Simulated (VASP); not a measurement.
# Mo (Im-3m) in VASP: notebook

One crystal, Mo, is run at these levels: PBE; tasks: relaxation of cell and atoms, vibrations by finite differences.

Everything below comes from runs of VASP 6.6.1. Logs are shortened: lines on timing, memory, paths and dates and some standing lists are left out, and cuts for length are marked.

### 1 The structure

Symmetry: Im-3m, No. 229, cubic system. Conventional cell: a = 3.147 Å, b = 3.147 Å, c = 3.147 Å, α = 90.00°, β = 90.00°, γ = 90.00°. Around Mo (site symmetry m-3m) lie 8 Mo at 2.73 Å.

### 2 Relaxation of cell and atoms, PBE, target pressure 22 GPa, at which the enthalpy is minimised

The input, INCAR:

```
PREC = Accurate
ENCUT = 350
EDIFF = 1E-7
ISMEAR = 0
SIGMA = 0.1
LREAL = F
LASPH = T
NELM = 100
ALGO = Normal
ISIF = 3
LWAVE = F
LCHARG = F
GGA = PE
IBRION = 2
NSW = 80
EDIFFG = -0.002
PSTRESS = 220.0
```

The input, KPOINTS:

```
Automatic mesh
0
Gamma
  18 18 18
```

The input, POSCAR:

```
Mo
1.0
   -1.5734150000      1.5734150000      1.5734150000
    1.5734150000     -1.5734150000      1.5734150000
    1.5734150000      1.5734150000     -1.5734150000
Mo
1
Direct
    0.0000000000      0.0000000000      0.0000000000
```

Potentials or basis: VASP PAW PBE potentials, release 64 (Mo_sv).

The run is started by

```sh
cat potpaw_PBE.64/Mo_sv/POTCAR > POTCAR
mpirun -np 1 vasp_std > vasp.out
```

OUTCAR:

```text
PREC = Accurate
   ENCUT = 350
   EDIFF = 1E-7
   ISMEAR = 0
   LREAL = F
   LASPH = T
   NELM = 100
   ISIF = 3
   GGA = PE
   IBRION = 2
   NSW = 80
   EDIFFG = -0.002
   PSTRESS = 220.0

 ion  position               nearest neighbor table
   1  0.000  0.000  0.000-

  LATTYP: Found a body centered cubic cell.
 ALAT       =     3.1468300000

  Lattice vectors:

 A1 = (  -1.5734150000,   1.5734150000,   1.5734150000)
 A2 = (   1.5734150000,  -1.5734150000,   1.5734150000)
 A3 = (   1.5734150000,   1.5734150000,  -1.5734150000)

Analysis of symmetry for initial positions (statically):
=====================================================================
 Subroutine PRICEL returns:
 Original cell was already a primitive cell.

 Routine SETGRP: Setting up the symmetry group for a
 body centered cubic supercell.

 Subroutine GETGRP returns: Found 48 space group operations
 (whereof 48 operations were pure point group operations)
 out of a pool of 48 trial point group operations.

The static configuration has the point symmetry O_h .

Analysis of symmetry for dynamics (positions and initial velocities):
=====================================================================
 Subroutine PRICEL returns:
 Original cell was already a primitive cell.

 Routine SETGRP: Setting up the symmetry group for a
 body centered cubic supercell.

 Subroutine GETGRP returns: Found 48 space group operations
 (whereof 48 operations were pure point group operations)
 out of a pool of 48 trial point group operations.

The dynamic configuration has the point symmetry O_h .

 Subroutine INISYM returns: Found 48 space group operations
 (whereof 48 operations are pure point group operations),
 and found     1 'primitive' translations

----------------------------------------------------------------------------------------

                                     Primitive cell

  volume of cell :      15.5808

  direct lattice vectors                    reciprocal lattice vectors
    -1.573415000  1.573415000  1.573415000     0.000000000  0.317780115  0.317780115
     1.573415000 -1.573415000  1.573415000     0.317780115  0.000000000  0.317780115
     1.573415000  1.573415000 -1.573415000     0.317780115  0.317780115  0.000000000

  length of vectors
[... 96 lines left out ...]
   EFERMI_NEDOS =   21; number of points for ismear=-14 and -15
   IALGO  =     38    algorithm
   IMIX   =      4    mixing-type and parameters
     AMIX     =   0.40;   BMIX     =  1.00
     AMIX_MAG =   1.60;   BMIX_MAG =  1.00
  volume/ion in A,a.u.               =      15.58       105.14
  Fermi-wavevector in a.u.,A,eV,Ry     =   1.579747  2.985289 33.954710  2.495601
  Thomas-Fermi vector in A             =   2.680079
   LORBIT       =      0    0 simple, 1 ext, 2 COOP (PROOUT), +10 PAW based schemes
   GGA     = PE    functional components
   LHFCALC =     F    Hartree Fock is set to
   AEXX    =    0.0000 exact exchange contribution
   IVDW    =     0    specifies the selected vdW correction
   LEPSILON=     F    determine dielectric tensor
   LRPA    =     F    only Hartree local field effects (RPA)
 conjugate gradient relaxation of ions
 non-spin polarized calculation
 Gauss-broadening in eV      SIGMA  =   0.10
  energy-cutoff  :      350.00
  volume of cell :       15.58
 maximum number of plane-waves:       241
 NGX is ok and might be reduce to    18
   NGX =  9   NGY =  9   NGZ =  9

--------------------------------------- Ionic step        1  -------------------------------------------

 number of electron      14.0000001 magnetization

 Free energy of the ion-electron system (eV)
  ---------------------------------------------------
  ext. energy  EPLUGINS =         0.00000000
  ---------------------------------------------------
  free energy    TOTEN  =       -10.92762523 eV

  energy without entropy =      -10.92513739  energy(sigma->0) =      -10.92638131

------------------------ aborting loop because EDIFF is reached ----------------------------------------

  FORCE on cell =-STRESS in cart. coord.  units (eV):
  Direction    XX          YY          ZZ          XY          YZ          ZX
  --------------------------------------------------------------------------------------
  -------------------------------------------------------------------------------------
  Total        0.2366379      0.2366379      0.2366379      0.0000000     -0.0000000      0.0000000
  in kB       24.3335233     24.3335233     24.3335233      0.0000000     -0.0000000      0.0000000
  external PRESSURE =    -195.6664767 kB  Pullay stress =     220.0000000 kB
[... 135 lines left out ...]
--------------------------------------- Ionic step        5  -------------------------------------------

 number of electron      13.9999995 magnetization

 Free energy of the ion-electron system (eV)
  ---------------------------------------------------
  ext. energy  EPLUGINS =         0.00000000
  ---------------------------------------------------
  free energy    TOTEN  =       -10.85929258 eV

  energy without entropy =      -10.85739073  energy(sigma->0) =      -10.85834165

 E-fermi :  13.7134     XC(G=0): -13.7640

 val. band max:       13.6921468122   @ k =  -0.3889   0.4444   0.2778
 cond. band min:      13.7535884771   @ k =  -0.3333   0.3889   0.2778
 fundamental gap:      0.0614416649
 Fermi energy:        13.7134230779

 k-point     1 :       0.0000    0.0000    0.0000
  band No.  band energies     occupation
      1     -47.6151      2.00000
      2     -20.7181      2.00000
      3     -20.7181      2.00000
      4     -20.7181      2.00000
      5       6.2378      2.00000
      6      12.1793      2.00000
      7      12.1793      2.00000
      8      12.1793      2.00000
      9      15.4557      0.00000
     10      15.4557      0.00000
     11      28.5977      0.00000
[... 309 lines left out ...]
 k-point    24 :       0.3889    0.1111    0.0000
  band No.  band energies     occupation
      1     -47.2708      2.00000
      2     -22.3304      2.00000
      3     -21.3100      2.00000
      4     -20.8105      2.00000
      5       8.4003      2.00000
      6      10.1301      2.00000
      7      13.7960      0.24315
      8      15.3796      0.00000
      9      16.6533      0.00000
     10      19.5794      0.00000
     11      26.2382      0.00000

 [... further k-points ...]

------------------------ aborting loop because EDIFF is reached ----------------------------------------

  FORCE on cell =-STRESS in cart. coord.  units (eV):
  Direction    XX          YY          ZZ          XY          YZ          ZX
  --------------------------------------------------------------------------------------
  -------------------------------------------------------------------------------------
  Total        2.0102740      2.0102740      2.0102740      0.0000000      0.0000000     -0.0000000
  in kB      219.9595131    219.9595131    219.9595131      0.0000000      0.0000000     -0.0000000
  external PRESSURE =      -0.0404869 kB  Pullay stress =     220.0000000 kB
[... 20 lines left out ...]
  energy  without entropy=      -10.8573907306  energy(sigma->0) =      -10.85834165

  enthalpy is  TOTEN    =        -8.8486485104 eV   P V=        2.0106440674

 reached required accuracy - stopping structural energy minimisation
```

OSZICAR:

```text
N       E                     dE             d eps       ncg     rms          rms(c)
DAV:   1     0.637499559992E+02    0.63750E+02   -0.67327E+03  4419   0.979E+02
DAV:   2    -0.107285768576E+02   -0.74479E+02   -0.71894E+02  4644   0.280E+02
DAV:   3    -0.115785529898E+02   -0.84998E+00   -0.84335E+00  4975   0.298E+01
[... 45 lines left out ...]
DAV:   1    -0.108596477433E+02    0.25358E-02   -0.91977E-03  4497   0.138E+00    0.232E-01
DAV:   2    -0.108593151577E+02    0.33259E-03   -0.67361E-04  4467   0.332E-01    0.403E-02
DAV:   3    -0.108592873462E+02    0.27812E-04   -0.11471E-04  4635   0.135E-01    0.348E-02
DAV:   4    -0.108592925571E+02   -0.52109E-05   -0.17637E-06  4510   0.148E-02    0.154E-03
DAV:   5    -0.108592925778E+02   -0.20709E-07   -0.13260E-07  3038   0.457E-03
   5 F= -.88486485E+01 E0= -.88476976E+01  d E =-.604723E-01
```

It took 27 s on 1 thread of Intel Xeon 6975P-C (Granite Rapids), shared host; peak memory 0.13 GiB.

What came out:

- Free energy: -10.8593 eV
- Relaxed volume: 14.64 Å³/atom
- Relaxed cell: a = 2.669 Å, b = 2.669 Å, c = 2.669 Å, α = 109.47°, β = 109.47°, γ = 109.47°
- Space group after relaxing (to 0.05 Å): Im-3m (No. 229)
- Energy change on relaxing (the enthalpy is what falls): +68.3 meV/atom
- Ionic steps: 5
- Pressure after relaxing: 22.0 GPa
- Band gap on the k mesh: none (metal or under the smearing width)

The path:
| step | energy change (eV) | largest force (eV/Å) | pressure (GPa) | volume (Å³) |
| --- | --- | --- | --- | --- |
| 1 | 0.0000 | 0.0000 | 2.43 | 15.58 |
| 2 | 1.4409 | 0.0000 | 145.85 | 11.67 |
| 3 | 0.0551 | 0.0000 | 19.54 | 14.75 |
| 4 | 0.0654 | 0.0000 | 21.48 | 14.66 |
| 5 | 0.0683 | 0.0000 | 22.00 | 14.64 |

Final structure:
```
Mo
1.0
    -1.54118    1.54118    1.54118
     1.54118   -1.54118    1.54118
     1.54118    1.54118   -1.54118
Mo
1
Direct
  0.00000 0.00000 0.00000
```

Caveat: the cell is relaxed towards a set pressure, so the enthalpy falls and the energy may rise.

(Continued in part 2 of 2.)
